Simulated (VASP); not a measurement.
Wanted: the native input for a VASP 6.6.1 run.

- Task: relaxation of cell and atoms
- Functional: PBE
- Dispersion: D3(BJ)
- Potentials or basis: VASP PAW PBE potentials, release 64 (Cd, F)
- Cutoff: 600 eV
- k mesh: 9 × 9 × 9
- Occupations: gaussian, width 0.02 eV
- Spin: no spin polarisation
- Dipole correction: no
- Further INCAR settings: ALGO = Fast; EDIFF = 1e-06; IBRION = 2; EDIFFG = -0.01; NSW = 100; ISIF = 3

The structure of CdF2 lies in POSCAR:

```
CdF2
1.0
    1.9148748501      1.1055535102      3.1725411056
   -1.9148748501      1.1055535102      3.1725411056
    0.0000000000     -2.2111070203      3.1725411056
Cd F
1 2
Direct
    0.0000000000      0.0000000000      0.0000000000
    0.7503806612      0.7503806612      0.7503806612
    0.2496193388      0.2496193388      0.2496193388
```

The cell was built by a generator and needn't be a form met in nature.

These files were run (other wordings do the same):

INCAR

```
SYSTEM = CdF2
  PREC = Accurate
  ENCUT = 600
  EDIFF = 1E-6
  ISMEAR = 0
  SIGMA = 0.02
  LREAL = .False.
  LASPH = .True.
  NELM = 100
  ALGO = Fast
  ISIF = 3
  LWAVE = .False.
  LCHARG = .False.
  GGA = PE
  IVDW = 12
  IBRION = 2
  NSW = 100
  EDIFFG = -0.01
```

KPOINTS

```
Automatic mesh
0
Gamma
  9 9 9
  0 0 0
```

Potentials or basis: VASP PAW PBE potentials, release 64 (Cd, F).

Launch:

```sh
$ cat potpaw_PBE.64/Cd/POTCAR potpaw_PBE.64/F/POTCAR > POTCAR
$ mpirun -np 1 vasp_std > vasp.out
```

It gave:

| Quantity | Value |
| --- | --- |
| Relaxed volume | 13.51 Å³/atom |
| Relaxed cell | a = 3.855 Å, b = 3.855 Å, c = 3.855 Å, α = 60.01°, β = 60.01°, γ = 60.01° |
| Space group after relaxing (to 0.05 Å) | Fm-3m (No. 225) |
| Energy gained by relaxing | 0.4 meV/atom |
| Ionic steps | 8 |
| Pressure after relaxing | 0.0 GPa |
| Band gap on the k mesh | 2.97 eV, indirect (least direct gap 3.48 eV) |
| Dispersion energy per atom | -0.161 eV |

Caveat: an odd mesh through Γ misses points on the zone boundary, where band edges often lie.

Run time: 97 s on 1 thread of Intel(R) Xeon(R) 6975P-C (Granite Rapids), on a shared host, peak memory 0.24 GiB.
